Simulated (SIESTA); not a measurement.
Crystal: ZnS (Wurtzite-2H).

```
CELL_PARAMETERS angstrom
3.81100 0.00000 0.00000
-1.90550 3.30042 0.00000
0.00000 0.00000 6.23400
ATOMIC_POSITIONS crystal
Zn 0.66667 0.33333 0.50000
Zn 0.33333 0.66667 0.00000
S 0.66667 0.33333 0.88500
S 0.33333 0.66667 0.38500
```

Base run:

```yaml
Program: SIESTA 5.4.2
Functional: BLYP
Potentials_or_basis: PseudoDojo 0.4 standard (PBE files)
Basis: DZP (energy shift 0.003 Ry; two zetas on semicore shells)
Grid_cutoff: 800 Ry
Energy_shift: 0.003 Ry
k_mesh: 8 × 8 × 5
Occupations: fermi-dirac, width 0.05 eV
Spin: no spin polarisation
```

Its results: band gap on the k mesh 2.59 eV, direct; pressure 6.8 GPa; largest force 0.367 eV/Å.

Problem. After a change of settings the same cell gave: band gap on the k mesh 2.62 eV, direct; pressure 3.1 GPa; largest force 0.357 eV/Å. Which change was it?
A. functional from BLYP to PBE
B. functional from BLYP to vdW-DF-cx
C. functional from BLYP to LDA; potentials or basis from PseudoDojo 0.4 standard (PBE files) to PseudoDojo 0.4 standard (LDA files)
D. functional from BLYP to AM05; potentials or basis from PseudoDojo 0.4 standard (PBE files) to PseudoDojo 0.4 standard (PBEsol files)

Solution. A.

PBE binds more tightly than BLYP, so the same cell stands under less pressure.

Caveats: short orbitals over semicore shells can move pressures by several GPa; the valence orbitals were made in a potential fitted to the semicore shell under them, which widens gaps by tenths of an eV or more; the basis of atomic orbitals isn't converged, which shifts pressures, moduli and gaps; the potentials were made for another functional, which shifts forces and pressure (some runs); the basis holds too few empty states to meet the f-sum rule, so the spectrum is short of weight at high energy (some runs); an odd mesh through Γ misses points on the zone boundary, where band edges often lie (some runs).

Not every run made on this cell is shown here.
